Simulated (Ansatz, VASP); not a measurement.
# Cross-check of Ni (Ni wire along [110], 17 atoms a period) between VASP and Ansatz

Wanted: the spread between two codes on one cell, functional and k mesh. The structure shown is the start of the Ansatz relaxation below; VASP solves that cell, so the two are compared at the walk's first step.

Calculated with Ansatz 0.2.0; plane waves, with VASP 6.6.1 beside it; single point at PBE.

## 1. The starting structure

The cell holds 17 atoms: 17 Ni. Cell: a = 13.840 Å, b = 14.267 Å, c = 2.489 Å, α = 90.0°, β = 90.0°, γ = 90.0°. Vacuum lies along a and b. The structure's axis is c.

## 2. Ansatz: relaxation, PBE

Ansatz runs on its PAW soft_1 files.

The two programs are compared at the cell with which this relaxation starts, whose forces are those of its first step.

input.yaml

```yaml
crystal:
  lattice:
    - [13.84, 0.0, 0.0]
    - [0.0, 14.267, 0.0]
    - [0.0, 0.0, 2.4890158698]
  atoms:
    - { symbol: Ni, position: [0.24566474, 0.674461322, 0.0], spin: 0.8 }
    - { symbol: Ni, position: [0.24566474, 0.500001669, 0.0], spin: 0.8 }
    - { symbol: Ni, position: [0.5, 0.674461322, 0.0], spin: 0.8 }
    - { symbol: Ni, position: [0.5, 0.500001669, 0.0], spin: 0.8 }
    - { symbol: Ni, position: [0.75433526, 0.674461322, 0.0], spin: 0.8 }
    - { symbol: Ni, position: [0.75433526, 0.500001669, 0.0], spin: 0.8 }
    - { symbol: Ni, position: [0.37283237, 0.238312189, 0.5], spin: 0.8 }
    - { symbol: Ni, position: [0.37283237, 0.412771842, 0.5], spin: 0.8 }
    - { symbol: Ni, position: [0.37283237, 0.587231495, 0.5], spin: 0.8 }
    - { symbol: Ni, position: [0.37283237, 0.761691148, 0.5], spin: 0.8 }
    - { symbol: Ni, position: [0.62716763, 0.238312189, 0.5], spin: 0.8 }
    - { symbol: Ni, position: [0.62716763, 0.412771842, 0.5], spin: 0.8 }
    - { symbol: Ni, position: [0.62716763, 0.587231495, 0.5], spin: 0.8 }
    - { symbol: Ni, position: [0.62716763, 0.761691148, 0.5], spin: 0.8 }
    - { symbol: Ni, position: [0.24566474, 0.325542015, 0.0], spin: 0.8 }
    - { symbol: Ni, position: [0.5, 0.325542015, 0.0], spin: 0.8 }
    - { symbol: Ni, position: [0.75433526, 0.325542015, 0.0], spin: 0.8 }
magnetization:
  spin_polarized: true
kpoints:
  mp_grid: { grid: [1, 1, 33] }
scf:
  occupations: { method: fermi_dirac, width: 0.05 }
hamiltonian:
  xc: pbe
  pseudopotentials: { kind: paw, azcp: { folder: soft_1 } }
relax:
  cell: { fix: [a, b, alpha, beta, gamma] }
  max_steps: 45
  f_tol: 0.03
```

Launch:

```sh
$ ansatz run input.yaml --threads 4 --pin off --max-ram 16384MiB --backend cpu --events-out ev --progress --plain --runs-dir out
```

Numbers of over 12 decimals in the logs are rounded to 6 here.

Output:

```text
Engine: ansatz 0.2.0, aarch64-unknown-linux-gnu
Pseudopotentials: kind: paw
Pseudopotential: Ni, paw, valence charge 18, recommended cutoff 420 eV (normal), soft_1/Ni.paw.azcp
Functional definition: PBE
  parameter kappa = 0.804
  parameter beta = 0.066725
  exchange = pbe_x(kappa = kappa, mu = beta*pi^2/3)
  correlation = pbe_c(beta = beta)
Crystal: 17 atoms, lattice volume = 491.469 Å³
Basis set: ecut = 420 eV, 9593 PW (Γ), exchange–correlation on 192×192×36 points (8 copies of the dense FFT grid, shifted against one another)
Bands: 192, of which v1, the nominal top of the filled ones, is band 153 counted from 1 (152 counted from 0)
Symmetry: 8 space group operations
Space group: Pmmm (ITA 47), of the structure as read, at distance tolerance 7.9e-5 Å
Magnetic group: BNS 47.249 (UNI 347), of the structure as read, at distance tolerance 7.9e-5 Å
k-points: 17 of 33
Non-local potential: Ni, projectors of the file, l = 0: 3, l = 1: 2, l = 2: 3, l = 3: 1
PAW form: soft (Blöchl's): semilocal exchange-correlation on the pseudo side does not see the compensation charge
PAW one-centre angular grid: Ni, 590 points (default); XC on 64 Gauss nodes
Initial density: superposition of atomic densities (neutral atoms: chi_scale 0, normalization atom)
Starting moments: Σ|m| = 13.6 μB on 17 of 17 sites
Initial wavefunctions: pseudopotential atomic-orbital guess
Functional: x = pbe(κ = 0.804, μ = 0.219515), c = pbe(β = 0.066725)
SCF iter   1: F=—  HF=-99248.429431 eV  |F-HF|=—  |Δ(HF+E_count)|=         —  Δρ=2.13e-2 (↑2.05e-2 ↓2.13e-2)  dr2=2.69e1  dr2_m=9.93e-1  M=14.021 μB ∫|m|=14.607 μB  β_m=0.30  ethr=3.10e-3  ⟨swp⟩=7.3  Hψ=27441  notcnv=0  defer=393
Mixer restart at iter 1: flushing history
preconditioner: auto → LDOS  [metal: Δε(μ)=0.005 eV  Ē_g=6.610 eV  σ=0.050 eV  W_gap=0.03  n_scr=96 (ndim 8)  ℏωp=21.8 eV  f_vac=0.508  D(μ)=41.45/eV (n_scr^D=522)]
spin=Collinear: LDOS preconditioning applied to the charge; magnetization (m = ρ↑ − ρ↓) channel mixes plain (no charge-response kernel on spin).
SCF iter   2: F=—  HF=-99251.411126 eV  |F-HF|=—  |Δ(HF+E_count)|=    2.98e0  Δρ=1.95e-2 (↑1.95e-2 ↓9.40e-3)  dr2=4.75e0  dr2_m=5.27e-1  M=13.816 μB ∫|m|=14.722 μB  β_m=0.36  ethr=3.10e-3  ⟨swp⟩=2.2  Hψ=10732  notcnv=0  defer=695
SCF iter   3: F=—  HF=-99258.831683 eV  |F-HF|=—  |Δ(HF+E_count)|=    7.42e0  Δρ=7.84e-3 (↑6.13e-3 ↓7.84e-3)  dr2=4.14e-1  dr2_m=1.58e-1  M=13.645 μB ∫|m|=14.827 μB  β_m=0.41  ethr=1.55e-3  ⟨swp⟩=3.0  Hψ=10563  notcnv=0  defer=701
SCF iter   4: F=—  HF=-99261.910855 eV  |F-HF|=—  |Δ(HF+E_count)|=    3.08e0  Δρ=5.31e-3 (↑5.31e-3 ↓3.50e-3)  dr2=2.71e-1  dr2_m=2.44e-2  M=13.288 μB ∫|m|=14.720 μB  β_m=0.64  ethr=1.35e-4  ⟨swp⟩=2.5  Hψ=10426  notcnv=0  defer=727
SCF iter   5: F=—  HF=-99263.570705 eV  |F-HF|=—  |Δ(HF+E_count)|=         —  Δρ=5.54e-3 (↑2.46e-3 ↓5.54e-3)  dr2=1.10e-1  dr2_m=5.70e-2  M=12.576 μB ∫|m|=14.231 μB  β_m=0.64  ethr=8.86e-5  ⟨swp⟩=3.1  Hψ=13066  notcnv=0  defer=734
SCF iter   6: F=—  HF=-99263.609061 eV  |F-HF|=—  |Δ(HF+E_count)|=   3.84e-2  Δρ=4.18e-3 (↑9.28e-4 ↓4.18e-3)  dr2=6.69e-2  dr2_m=1.94e-2  M=12.428 μB ∫|m|=14.084 μB  β_m=0.82  ethr=3.59e-5  ⟨swp⟩=2.4  Hψ=9583  notcnv=0  defer=768
SCF iter   7: F=—  HF=-99263.657351 eV  |F-HF|=—  |Δ(HF+E_count)|=   4.83e-2  Δρ=2.23e-3 (↑1.70e-3 ↓2.23e-3)  dr2=3.89e-2  dr2_m=1.30e-3  M=12.425 μB ∫|m|=14.094 μB  β_m=0.70  ethr=2.19e-5  ⟨swp⟩=2.2  Hψ=11473  notcnv=0  defer=768
SCF iter   8: F=—  HF=-99263.652385 eV  |F-HF|=—  |Δ(HF+E_count)|=   4.97e-3  Δρ=1.10e-3 (↑5.34e-4 ↓1.10e-3)  dr2=8.84e-3  dr2_m=5.47e-4  M=12.321 μB ∫|m|=13.996 μB  β_m=0.59  ethr=1.27e-5  ⟨swp⟩=2.0  Hψ=9955  notcnv=0  defer=768
SCF iter   9: F=—  HF=-99263.652319 eV  |F-HF|=—  |Δ(HF+E_count)|=   6.63e-5  Δρ=2.33e-4 (↑1.27e-4 ↓2.33e-4)  dr2=2.21e-4  dr2_m=1.24e-4  M=12.303 μB ∫|m|=13.985 μB  β_m=0.64  ethr=2.89e-6  ⟨swp⟩=2.0  Hψ=9604  notcnv=0  defer=768
[...]
Initial wavefunctions: pseudopotential atomic-orbital guess (no wavefunctions were taken with the density)
[...]
preconditioner: auto → LDOS  [metal: Δε(μ)=0.003 eV  Ē_g=6.658 eV  σ=0.050 eV  W_gap=0.01  n_scr=44 (ndim 8)  ℏωp=22.1 eV  f_vac=0.538  D(μ)=34.23/eV (n_scr^D=396)]
spin=Collinear: LDOS preconditioning applied to the charge; magnetization (m = ρ↑ − ρ↓) channel mixes plain (no charge-response kernel on spin).
[...]
SCF iter   4: F=—  HF=-99264.066420 eV  |F-HF|=—  |Δ(HF+E_count)|=   2.18e-7  Δρ=1.93e-5 (↑1.14e-5 ↓1.93e-5)  dr2=3.24e-6  dr2_m=7.82e-7  M=12.011 μB ∫|m|=13.632 μB  β_m=0.56  ethr=2.23e-9  ⟨swp⟩=2.0  Hψ=10648  notcnv=0
SCF iter   5: F=—  HF=-99264.066421 eV  |F-HF|=—  |Δ(HF+E_count)|=   1.23e-6  Δρ=1.09e-5 (↑1.09e-5 ↓4.43e-6)  dr2=1.27e-6  dr2_m=1.72e-7  M=12.010 μB ∫|m|=13.631 μB  β_m=0.54  ethr=1.06e-9  ⟨swp⟩=2.0  Hψ=10754  notcnv=0
SCF iter   6: F=—  HF=-99264.066421 eV  |F-HF|=—  |Δ(HF+E_count)|=   1.48e-7  Δρ=2.79e-6 (↑2.79e-6 ↓2.40e-6)  dr2=1.52e-8  dr2_m=2.51e-8  M=12.009 μB ∫|m|=13.630 μB  β_m=0.62  ethr=4.15e-10  ⟨swp⟩=2.0  Hψ=8707  notcnv=0
SCF iter   7: F=—  HF=-99264.066421 eV  |F-HF|=—  |Δ(HF+E_count)|=   1.26e-8  Δρ=9.32e-7 (↑9.30e-7 ↓9.32e-7)  dr2=1.05e-8  dr2_m=1.17e-9  M=12.009 μB ∫|m|=13.630 μB  β_m=0.61  ethr=4.98e-12  ⟨swp⟩=2.9  Hψ=13815  notcnv=0
SCF iter   8: F=—  HF=-99264.066421 eV  |F-HF|=—  |Δ(HF+E_count)|=   1.57e-9  Δρ=5.59e-7 (↑5.59e-7 ↓2.62e-7)  dr2=1.55e-9  dr2_m=3.43e-10  M=12.009 μB ∫|m|=13.630 μB  β_m=0.66  ethr=3.43e-12  ⟨swp⟩=2.1  Hψ=11122  notcnv=0
SCF iter   9: F=—  HF=-99264.066421 eV  |F-HF|=—  |Δ(HF+E_count)|=  1.16e-10  Δρ=3.48e-7 (↑2.63e-7 ↓3.48e-7)  dr2=6.99e-10  dr2_m=2.34e-10  M=12.009 μB ∫|m|=13.630 μB  β_m=0.67  ethr=1.00e-12  ⟨swp⟩=2.0  Hψ=10629  notcnv=0
SCF iter  10: F=—  HF=-99264.066421 eV  |F-HF|=—  |Δ(HF+E_count)|=    0.00e0  Δρ=2.12e-7 (↑2.12e-7 ↓1.21e-7)  dr2=1.02e-10  dr2_m=9.43e-11  M=12.009 μB ∫|m|=13.630 μB  β_m=0.79  ethr=1.00e-12  ⟨swp⟩=2.1  Hψ=8501  notcnv=0
SCF iter  11: F=—  HF=-99264.066421 eV  |F-HF|=—  |Δ(HF+E_count)|=  2.91e-11  Δρ=2.28e-7 (↑7.70e-8 ↓2.28e-7)  dr2=4.18e-10  dr2_m=4.90e-11  M=12.009 μB ∫|m|=13.630 μB  β_m=0.72  ethr=1.00e-12  ⟨swp⟩=1.1  Hψ=6530  notcnv=0
SCF iter  12: F=—  HF=-99264.066421 eV  |F-HF|=—  |Δ(HF+E_count)|=  2.91e-11  Δρ=1.91e-7 (↑7.08e-8 ↓1.91e-7)  dr2=2.49e-10  dr2_m=1.94e-11  M=12.009 μB ∫|m|=13.630 μB  β_m=0.59  ethr=1.00e-12  ⟨swp⟩=1.1  Hψ=6530  notcnv=0
SCF iter  13: F=-99264.066421 eV  HF=-99264.066421 eV  |F-HF|=2.76e-10  |Δ(HF+E_count)|=    0.00e0  Δρ=7.05e-8 (↑1.76e-8 ↓7.05e-8)  dr2=3.54e-11  dr2_m=3.82e-12  M=12.009 μB ∫|m|=13.630 μB  ethr=1.00e-12  ⟨swp⟩=4.0  Hψ=19486  notcnv=0
SCF 5 converged in 13 iterations: F = -99264.066421 eV  dr2 = 3.54e-11
relax step   5: F+E_penalty+E_count = -99264.06642120 eV  Δ(F+E_penalty+E_count) = +4.244e-3 eV  max|allowed force component| = 1.207e-2 eV/Å  Δτ_max = 0.0000 Å  P = -0.026 GPa  Ω = 478.435 Å³  fix = [a, b, alpha, beta, gamma]  reactions: a -0.026, b -0.088 GPa  stress off target by 3.70e-2 GPa on what of the cell is left free  SCF on the basis re-selected at this cell (its energy is not comparable with the rows above)  (13 SCF iters)
basis re-selected at this cell: Δ(F+E_penalty+E_count) = +4.244e-3 eV, ΔP = +0.012 GPa vs the last step (what re-selecting the basis moved, of the pressure what is left beyond the Pulay correction that the steps carried, after the strain that the cell walked since its last selection, with what the two solves' SCF thresholds leave and, on support functions, any second-order correction that the steps lacked; it is no m [...]
SCF converged after 13 iterations
Magnetization: 12.0091 μB (159.0045 up, 146.9955 down)
Absolute magnetization: 13.6461 μB (∫|ρ↑−ρ↓|, with the PAW one-centre terms)
Spin contamination: 0.1853 ħ² per cell (⟨S²⟩ above its minimum at these occupations)
Per-site moments (μB) at R_I (Å): [(0.792287, 0.994666), (0.773307, 0.999488), (0.702782, 0.999488), (0.690841, 0.999488), (0.792287, 0.994666), (0.773307, 0.999488), (0.768602, 0.989350), (0.694604, 0.989350), (0.694604, 0.989350), (0.768602, 0.989350), (0.768602, 0.989350), (0.694604, 0.989350), (0.694604, 0.989350), (0.768602, 0.989350), (0.792287, 0.994666), (0.702782, 0.999488), (0.792287, 0.994666)]
Free energy (F): -99264.066421 eV
Harris-Foulkes:  -99264.066421 eV  (|F-HF|=2.76e-10)
Internal energy: -99263.787594 eV  (E = F + TS)
E sigma→0 (E₀):  -99263.927008 eV
Entropy (-TS):   -0.278827 eV (-16.402 meV/atom)
Fermi energy:    4.190383 eV
--- Per-component energies (eV) ---
  E_band       = -9055.124123
  E_kinetic    = 5760.250358
  E_local      = -265830.711150  (includes V_loc(G=0)·N_el)
  E_nonlocal   = -1969.534301
  E_hartree    = 132835.615666
  E_xc         = -1901.207116
  E_vxc        = -2451.273874  (∫ρ·V_xc dr)
  E_paw        = -28193.075474  (= ΣΔE_a)
  E_vpaw       = -10235.103171  (= ΣTr[D̂ρ^β])
  E_aug_tail   = 0.016432  (compensation charges beyond the density's cutoff)
  E_ewald      = 60034.857991
  E_smearing   = -0.278827  (= −TS)
  E_closure    = 0.000000  (closes the sum)
  Σ components = -99264.066421   (vs F -99264.066421, Δ=0.00e0)
--- Forces (eV/Å), atoms counted from 1 ---
  atom   1  Ni     0.00530754    -0.00857370    -0.00000000
  atom   2  Ni     0.01207060    -0.00000000    -0.00000000
  atom   3  Ni    -0.00000000    -0.00115678    -0.00000000
  atom   4  Ni     0.00000000     0.00000000     0.00000000
  atom   5  Ni    -0.00530754    -0.00857370     0.00000000
  atom   6  Ni    -0.01207060     0.00000000     0.00000000
  atom   7  Ni    -0.00530921     0.00176679     0.00000000
  atom   8  Ni    -0.01082440     0.00938795     0.00000000
  atom   9  Ni    -0.01082440    -0.00938795     0.00000000
  atom  10  Ni    -0.00530921    -0.00176679     0.00000000
  atom  11  Ni     0.00530921     0.00176679    -0.00000000
  atom  12  Ni     0.01082440     0.00938795    -0.00000000
  atom  13  Ni     0.01082440    -0.00938795    -0.00000000
  atom  14  Ni     0.00530921    -0.00176679    -0.00000000
  atom  15  Ni     0.00530754     0.00857370    -0.00000000
  atom  16  Ni     0.00000000     0.00115678     0.00000000
  atom  17  Ni    -0.00530754     0.00857370     0.00000000
  max |Σ_I F_I| component: 9.15e-29 eV/Å
--- Stress (GPa, compression-positive) ---
       -0.026343      -0.000000      -0.000000
       -0.000000      -0.087606      -0.000000
       -0.000000      -0.000000       0.036995
  P = ⅓ Tr σ = -0.0257 GPa (-0.257 kbar)
--- Relaxed structure (4 steps of the walk, 4 accepted, 1 SCFs on fresh bases) ---
  F+E_penalty+E_count = -99264.06642120 eV   max|allowed force component| = 1.207e-2 eV/Å   (the final SCF, on the basis selected at the relaxed cell)
  cell:  # Å, volume = 478.4346 Å³
    - [13.84, 0, 0]
    - [0, 14.267, 0]
    - [0, 0, 2.423002]
  atoms:
    - { symbol: Ni, position: [0.247036, 0.670075, 0] }
    - { symbol: Ni, position: [0.244778, 0.500000, 0.0] }
    - { symbol: Ni, position: [0.5, 0.676867, 0] }
    - { symbol: Ni, position: [0.5, 0.500000, 0] }
    - { symbol: Ni, position: [0.752964, 0.670075, 0] }
    - { symbol: Ni, position: [0.755222, 0.500000, 0] }
    - { symbol: Ni, position: [0.370633, 0.246384, 0.5] }
    - { symbol: Ni, position: [0.372003, 0.414489, 0.5] }
    - { symbol: Ni, position: [0.372003, 0.585511, 0.5] }
    - { symbol: Ni, position: [0.370633, 0.753616, 0.5] }
    - { symbol: Ni, position: [0.629367, 0.246384, 0.5] }
    - { symbol: Ni, position: [0.627997, 0.414489, 0.5] }
    - { symbol: Ni, position: [0.627997, 0.585511, 0.5] }
    - { symbol: Ni, position: [0.629367, 0.753616, 0.5] }
    - { symbol: Ni, position: [0.247036, 0.329925, 0.0] }
    - { symbol: Ni, position: [0.5, 0.323133, 0] }
    - { symbol: Ni, position: [0.752964, 0.329925, 0.0] }
```

In the SCF lines HF is the Harris–Foulkes energy and dr2 the Hartree energy of the density residual, in eV; the loop may stop once dr2 is under the threshold and the program's other checks hold. Hψ counts applications of the Hamiltonian.

(Continued in part 2 of 2.)

[Lines on the potential files, build, host, timing and source positions are cut from VASP's logs without a mark.]

[Logs are printed without paths, hosts, clocks, repeated set-up lines and the standing remarks that a program may print on its own settings, such as how far it seeks lower states.]

[Hosts, paths, dates, database ids (printed as entryN), source tags and the programs' standing remarks are cut or masked in the printed files.]
